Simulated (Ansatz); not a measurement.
**Stability test of a Be cell**

Theory: Ansatz, DFT PBE, scalar-relativistic, plane waves, PAW. Plane waves to 420 eV, a k mesh through Γ of 24×24×24 on the computed 3-atom cell and Gaussian smearing (0.10 eV); no spin polarisation.

The cell below (3 atoms, R-3m (No. 166)) is relaxed within its symmetry. It is a trial structure, and others of Be can lie lower.

```xyz
3
Lattice="1.1287 0.6516 5.3700 -1.1287 0.6516 5.3700 0.0000 -1.3033 5.3700" Properties=species:S:1:pos:R:3 pbc="T T T"
Be    0.0000    0.0000    0.0000
Be    0.0000    0.0000    3.5700
Be    0.0000    0.0000   12.5399
```

For the test a repeat of it with 6 atoms was strained at random by about 1.5 %, the atoms were moved at random (σ = 0.10 Å), and all was relaxed without symmetry on a coarse k mesh with 0.1 eV smearing.

The k mesh leaves about 4 meV/atom of noise in metals.

Task: Is the structure stable against such a distortion?

Result: It returns to R-3m (No. 166), within 1 meV/atom of the start's energy. So it is a local minimum, stable against the distortions that fit this cell and this draw; softer or longer ones aren't excluded.